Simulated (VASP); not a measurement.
# MnO (Fm-3m) in VASP: notebook

Runs on MnO. Level: LDA+U. Tasks: single point.

All numbers are computed with VASP 6.6.1; they aren't measurements. Logs are shortened: lines on timing, memory, paths and dates and some standing lists are left out, and cuts for length are marked.

**1. The structure**

The structure is cubic, space group Fm-3m (No. 225). Conventional cell: a = 4.444 Å, b = 4.444 Å, c = 4.444 Å, α = 90.00°, β = 90.00°, γ = 90.00°. Around Mn (site symmetry m-3m) lie 6 O at 2.22 Å. O (site symmetry m-3m) has 6 Mn at 2.22 Å as nearest neighbours.

**2. Single point, LDA+U, collinear spin, zero start**

INCAR reads:

```
  PREC = Accurate
  ENCUT = 520
  EDIFF = 1E-6
  ISMEAR = 0
  SIGMA = 0.05
  LREAL = F
  LASPH = T
  NELM = 150
  ALGO = Normal
  ISIF = 2
  LWAVE = F
  LCHARG = T
  ISPIN = 2
  MAGMOM = 0 0
  LORBIT = 11
  LMAXMIX = 4
  LDAU = T
  LDAUTYPE = 2
  LDAUL = 2 -1
  LDAUU = 5 0
  LDAUJ = 0 0
  LDAUPRINT = 1
  LELF = T
  LVHAR = T
```

KPOINTS reads:

```
Automatic mesh
0
Gamma
  7 7 7
```

POSCAR reads:

```
MnO
1.0
    0.0000000000      2.2220003300      2.2220003300
    2.2220003300      0.0000000000      2.2220003300
    2.2220003300      2.2220003300      0.0000000000
Mn O
1 1
Direct
    0.0000000000      0.0000000000      0.0000000000
    0.5000000000      0.5000000000      0.5000000000
```

Potentials or basis: VASP PAW LDA potentials, release 64 (Mn_pv, O).

Command:

```console
cat potpaw_LDA.64/Mn_pv/POTCAR potpaw_LDA.64/O/POTCAR > POTCAR
mpirun -np 1 vasp_std > vasp.out
```

OUTCAR:

```text
PREC = Accurate
   ENCUT = 520
   EDIFF = 1E-6
   ISMEAR = 0
   LREAL = F
   LASPH = T
   NELM = 150
   ISIF = 2
   ISPIN = 2
   LORBIT = 11

 ion  position               nearest neighbor table
   1  0.000  0.000  0.000-   2 2.22   2 2.22   2 2.22   2 2.22   2 2.22   2 2.22
   2  0.500  0.500  0.500-   1 2.22   1 2.22   1 2.22   1 2.22   1 2.22   1 2.22

  LATTYP: Found a face centered cubic cell.
 ALAT       =     4.4440006600

  Lattice vectors:

 A1 = (   0.0000000000,   2.2220003300,   2.2220003300)
 A2 = (   2.2220003300,   0.0000000000,   2.2220003300)
 A3 = (   2.2220003300,   2.2220003300,   0.0000000000)

Analysis of symmetry for initial positions (statically):
=====================================================================
 Subroutine PRICEL returns:
 Original cell was already a primitive cell.

 Routine SETGRP: Setting up the symmetry group for a
 face centered cubic supercell.

 Subroutine GETGRP returns: Found 48 space group operations
 (whereof 48 operations were pure point group operations)
 out of a pool of 48 trial point group operations.

The static configuration has the point symmetry O_h .

Analysis of symmetry for dynamics (positions and initial velocities):
=====================================================================
 Subroutine PRICEL returns:
 Original cell was already a primitive cell.

 Routine SETGRP: Setting up the symmetry group for a
 face centered cubic supercell.

 Subroutine GETGRP returns: Found 48 space group operations
 (whereof 48 operations were pure point group operations)
 out of a pool of 48 trial point group operations.

The dynamic configuration has the point symmetry O_h .

Analysis of structural, dynamic, and magnetic symmetry:
=====================================================================
 Subroutine PRICEL returns:
 Original cell was already a primitive cell.

 Routine SETGRP: Setting up the symmetry group for a
 face centered cubic supercell.

 Subroutine GETGRP returns: Found 48 space group operations
 (whereof 48 operations were pure point group operations)
 out of a pool of 48 trial point group operations.

The overall configuration has the point symmetry O_h .

 Subroutine INISYM returns: Found 48 space group operations
 (whereof 48 operations are pure point group operations),
 and found     1 'primitive' translations

----------------------------------------------------------------------------------------

                                     Primitive cell

  volume of cell :      21.9413

[... 183 lines left out ...]
 cond. band min:       6.6721291456   @ k =   0.4286   0.0000   0.0000
 fundamental gap:      0.0165948222
 Fermi energy:         6.6707382178

 spin component 1

 k-point     1 :       0.0000    0.0000    0.0000
  band No.  band energies     occupation
      1     -41.6303      1.00000
      2     -41.6303      1.00000
      3     -41.6303      1.00000
      4     -12.8278      1.00000
      5       3.1173      1.00000
      6       3.1173      1.00000
      7       3.1173      1.00000
      8       3.3519      1.00000
      9       3.3519      1.00000
     10       3.3519      1.00000
     11       7.1849      0.00000
     12       7.2554      0.00000
[... 290 lines left out ...]
 k-point    20 :      -0.2857    0.4286    0.1429
  band No.  band energies     occupation
      1     -41.6766      1.00000
      2     -41.6735      1.00000
      3     -41.6527      1.00000
      4     -11.7359      1.00000
      5       0.4853      1.00000
      6       0.5515      1.00000
      7       1.7056      1.00000
      8       3.9027      1.00000
      9       4.0495      1.00000
     10       4.3531      1.00000
     11       8.0501      0.00000
     12       8.7460      0.00000
     13      14.6233      0.00000
 Fermi energy:         6.6707382178

 spin component 2

 k-point     1 :       0.0000    0.0000    0.0000
  band No.  band energies     occupation
      1     -40.6390      1.00000
      2     -40.6390      1.00000
      3     -40.6390      1.00000
      4     -12.8085      1.00000
      5       3.3636      1.00000
      6       3.3636      1.00000
      7       3.3636      1.00000
      8       5.5129      1.00000
      9       5.5129      1.00000
     10       5.5129      1.00000
     11       7.3192      0.00000
     12       7.9548      0.00000
[... 291 lines left out ...]
  band No.  band energies     occupation
      1     -40.6881      1.00000
      2     -40.6848      1.00000
      3     -40.6626      1.00000
      4     -11.7215      1.00000
      5       0.7926      1.00000
      6       0.8138      1.00000
      7       1.8111      1.00000
      8       5.9731      1.00000
      9       6.4046      1.00000
     10       6.8638      0.00000
     11       8.7584      0.00000
     12       9.4272      0.00000
     13      14.8697      0.00000

------------------------ aborting loop because EDIFF is reached ----------------------------------------

  FORCE on cell =-STRESS in cart. coord.  units (eV):
  Direction    XX          YY          ZZ          XY          YZ          ZX
  --------------------------------------------------------------------------------------
  -------------------------------------------------------------------------------------
  Total       -5.3293288     -5.3293288     -5.3293288      0.0000000     -0.0000000     -0.0000000
  in kB     -389.1533223   -389.1533223   -389.1533223      0.0000000     -0.0000000     -0.0000000
  external PRESSURE =    -389.1533223 kB  Pullay stress =       0.0000000 kB

 VOLUME and BASIS-vectors are now :
 -----------------------------------------------------------------------------
  energy-cutoff  :      520.00
  volume of cell :       21.94
      direct lattice vectors                 reciprocal lattice vectors
     0.000000000  2.222000330  2.222000330    -0.225022469  0.225022469  0.225022469
     2.222000330  0.000000000  2.222000330     0.225022469 -0.225022469  0.225022469
     2.222000330  2.222000330  0.000000000     0.225022469  0.225022469 -0.225022469

 POSITION                                       TOTAL-FORCE (eV/Angst)
 -----------------------------------------------------------------------------------
      0.00000      0.00000      0.00000        -0.000000     -0.000000      0.000000
      2.22200      2.22200      2.22200         0.000000      0.000000     -0.000000
 -----------------------------------------------------------------------------------
    total drift:                                0.000000     -0.000000     -0.000000

  FREE ENERGIE OF THE ION-ELECTRON SYSTEM (eV)
  ---------------------------------------------------
  free  energy   TOTEN  =       -12.3103520828 eV

  energy  without entropy=      -12.3041332410  energy(sigma->0) =      -12.30724266

 total charge

# of ion       s       p       d       tot
------------------------------------------
    1        0.192   6.161   5.029  11.382
    2        1.526   3.393   0.000   4.920
--------------------------------------------------
tot          1.719   9.554   5.029  16.301

 magnetization (x)

# of ion       s       p       d       tot
------------------------------------------
    1        0.005   0.002   1.008   1.014
    2       -0.001   0.005   0.000   0.003
--------------------------------------------------
tot          0.003   0.006   1.008   1.018
```

stdout:

```text
POSCAR found type information on POSCAR MnO
 POSCAR found :  2 types and       2 ions
 scaLAPACK will be used
 LDA part: xc-table for (Slater(with rela. corr.)+CA(PZ))
 , standard interpolation
 POSCAR, INCAR and KPOINTS ok, starting setup
 FFT: planning ... GRIDC
 FFT: planning ... GRID_SOFT
 FFT: planning ... GRID
 WAVECAR not read
 entering main loop
```

Run time: 8.1 s. Hardware: 1 thread of Intel Xeon Platinum 8559C (Emerald Rapids), shared host; peak memory 0.13 GiB.

What came out:

```yaml
Free_energy: -12.3104 eV
Pressure: -38.9 GPa
Band_gap_on_the_k_mesh: none (metal or under the smearing width)
Net_moment: 1.00 μB per cell
Site_moments: Mn +1.01; O +0.00 μB
Valence_electrons_inside_the_program's_atomic_spheres: Mn 11.38; O 4.92
```

Levels at points of the mesh, in eV from the Fermi level:
Spin up:
| k point | band 6 | band 7 | band 8 | band 9 | band 10 | band 11 | band 12 | band 13 |
| --- | --- | --- | --- | --- | --- | --- | --- | --- |
| (0.00, 0.00, 0.00) | -3.55 | -3.55 | -3.32 | -3.32 | -3.32 | 0.51 | 0.58 | 0.58 |
Spin down:
```tsv
k point	band 5	band 6	band 7	band 8	band 9	band 10	band 11	band 12	band 13
(0.00, 0.00, 0.00)	-3.31	-3.31	-3.31	-1.16	-1.16	-1.16	0.65	1.28	1.28
```

Eigenvalues of the final occupation matrices:
| site | spin | trace | eigenvalues |
| --- | --- | --- | --- |
| site 1 d | 1 | 3.03 | 0.11 0.11 0.94 0.94 0.94 |
| site 1 d | 2 | 2.02 | 0.10 0.10 0.61 0.61 0.61 |

Caveat: a pressure of tens of GPa on the cell as given is suspect, and the run, the potentials or the cell itself is likely at fault; a cell with one magnetic atom can't hold antiferromagnetic order, which such compounds often take.

**3. Single point, LDA+U, collinear spin, random start**

INCAR reads:

```
SYSTEM = MnO
  PREC = Accurate
  ENCUT = 520
  EDIFF = 1E-6
  ISMEAR = 0
  SIGMA = 0.05
  LREAL = .FALSE.
  LASPH = .TRUE.
  NELM = 150
  ALGO = Fast
  ISIF = 2
  LWAVE = .FALSE.
  LCHARG = .TRUE.
  ISPIN = 2
  MAGMOM = -4.67 0
  LORBIT = 11
  LMAXMIX = 4
  LDAU = .TRUE.
  LDAUTYPE = 2
  LDAUL = 2 -1
  LDAUU = 5 0
  LDAUJ = 0 0
  LDAUPRINT = 1
  GGA = CA
  LELF = .TRUE.
  LVHAR = .TRUE.
```

KPOINTS reads:

```
regular mesh
0
G
  7 7 7
  0 0 0
```

POSCAR is that of step 2.

Potentials or basis: VASP PAW LDA potentials, release 64 (Mn_pv, O).

Command:

```console
cat potpaw_LDA.64/Mn_pv/POTCAR potpaw_LDA.64/O/POTCAR > POTCAR
mpirun -np 1 vasp_std > vasp.out
```

Run time: 8.6 s. Hardware: 1 thread of Intel Xeon Platinum 8559C (Emerald Rapids), shared host; peak memory 0.13 GiB.

The run converged. Its results:

```
Free energy                                           : -16.2903 eV
Pressure                                              : -4.3 GPa
Band gap on the k mesh                                : 0.52 eV, indirect (least direct gap 2.73 eV)
Net moment                                            : -5.00 μB per cell
Site moments                                          : Mn -4.62; O -0.15 μB
Valence electrons inside the program's atomic spheres : Mn 11.37; O 4.98
```

Levels at points of the mesh, in eV from the valence-band top:
Spin up:
| k point | band 4 | band 5 | band 6 | band 7 | band 8 | band 9 | band 10 | band 11 |
| --- | --- | --- | --- | --- | --- | --- | --- | --- |
| (0.00, 0.00, 0.00) | -18.43 | -2.21 | -2.21 | -2.21 | 1.62 | 3.48 | 3.48 | 3.48 |
Spin down:
```
           k point  band 10  band 11  band 12  band 13  band 14  band 15
(0.00, 0.00, 0.00)    -2.59    -2.59    -2.59     0.52    14.75    16.24
```

Eigenvalues of the final occupation matrices:
```
    site  spin  trace               eigenvalues
site 1 d     1   0.20  0.02 0.02 0.02 0.07 0.07
site 1 d     2   4.78  0.94 0.94 0.94 0.98 0.98
```

Caveat: an odd mesh through Γ misses points on the zone boundary, where band edges often lie; a cell with one magnetic atom can't hold antiferromagnetic order, which such compounds often take.

**4. Single point, LDA+U, collinear spin, ferromagnetic start**

INCAR reads:

```
PREC = Accurate ; ENCUT = 520
EDIFF = 1E-6 ; ISMEAR = 0
SIGMA = 0.05 ; LREAL = False
LASPH = True ; NELM = 120
ALGO = Normal ; ISIF = 2
LWAVE = False ; LCHARG = False
ISPIN = 2 ; MAGMOM = 4 0
LORBIT = 11 ; NUPDOWN = 1
LMAXMIX = 4 ; LDAU = True
LDAUTYPE = 2 ; LDAUL = 2 -1
LDAUU = 5 0 ; LDAUJ = 0 0
LDAUPRINT = 1 ; GGA = CA
```

KPOINTS reads:

```
regular mesh
0
Gamma
  7 7 7
```

POSCAR is that of step 3.

Command:

```console
cat potpaw_LDA.64/Mn_pv/POTCAR potpaw_LDA.64/O/POTCAR > POTCAR
mpirun -np 1 vasp_std > vasp.out
```

It took 8.3 s on 1 thread of Intel Xeon Platinum 8559C (Emerald Rapids), shared host; peak memory 0.13 GiB.

Results (log left out):

```yaml
Free_energy: -12.3104 eV
Pressure: -39.1 GPa
Net_moment: 1.00 μB per cell
Site_moments: Mn +1.01; O +0.00 μB
Valence_electrons_inside_the_program's_atomic_spheres: Mn 11.38; O 4.92
```

Eigenvalues of the final occupation matrices:
```tsv
site	spin	trace	eigenvalues
site 1 d	1	3.03	0.11 0.11 0.94 0.94 0.94
site 1 d	2	2.02	0.10 0.10 0.61 0.61 0.61
```

Caveat: the moment is held away from its start; a pressure of tens of GPa on the cell as given is suspect, and the run, the potentials or the cell itself is likely at fault; the total moment is fixed, so each spin has its own Fermi level; a cell with one magnetic atom can't hold antiferromagnetic order, which such compounds often take. The state reached can hang on the start; a lower one may exist.

**5. Single point, LDA+U, collinear spin, ferromagnetic start**

INCAR reads:

```
PREC = Accurate
ENCUT = 520
EDIFF = 1E-6
ISMEAR = 0
SIGMA = 0.05
LREAL = False
LASPH = True
NELM = 100
ALGO = Fast
ISIF = 2
LWAVE = False
LCHARG = True
ISPIN = 2
MAGMOM = 4 0
LORBIT = 11
LMAXMIX = 4
LDAU = True
LDAUTYPE = 2
LDAUL = 2 -1
LDAUU = 7 0
LDAUJ = 0 0
LDAUPRINT = 1
GGA = CA
LELF = True
LVHAR = True
```

KPOINTS is that of step 4.

POSCAR is that of step 4.

Command:

```console
cat potpaw_LDA.64/Mn_pv/POTCAR potpaw_LDA.64/O/POTCAR > POTCAR
mpirun -np 1 vasp_std > vasp.out
```

It took 8.6 s on 1 thread of Intel Xeon Platinum 8559C (Emerald Rapids), shared host; peak memory 0.12 GiB.

The run converged. Its results:

```yaml
Free_energy: -15.9185 eV
Pressure: -3.2 GPa
Band_gap_on_the_k_mesh: 0.89 eV, indirect (least direct gap 2.73 eV)
Net_moment: 5.00 μB per cell
Site_moments: Mn +4.67; O +0.12 μB
Valence_electrons_inside_the_program's_atomic_spheres: Mn 11.38; O 4.98
```

Levels at points of the mesh, in eV from the valence-band top:
Spin up:
```
           k point  band 8  band 9  band 10  band 11  band 12  band 13  band 14  band 15
(0.00, 0.00, 0.00)   -4.60   -4.60    -2.16    -2.16    -2.16     0.89    15.09    16.20
```
Spin down:
```csv
k point,band 5,band 6,band 7,band 8,band 9,band 10
"(0.00, 0.00, 0.00)",-1.84,-1.84,-1.84,1.97,4.65,4.65
```

Eigenvalues of the final occupation matrices:
| site | spin | trace | eigenvalues |
| --- | --- | --- | --- |
| site 1 d | 1 | 4.81 | 0.95 0.95 0.95 0.98 0.98 |
| site 1 d | 2 | 0.18 | 0.02 0.02 0.02 0.06 0.06 |

Caveat: an odd mesh through Γ misses points on the zone boundary, where band edges often lie; a cell with one magnetic atom can't hold antiferromagnetic order, which such compounds often take. The state reached can hang on the start; a lower one may exist.

[end of part 1 of 2]
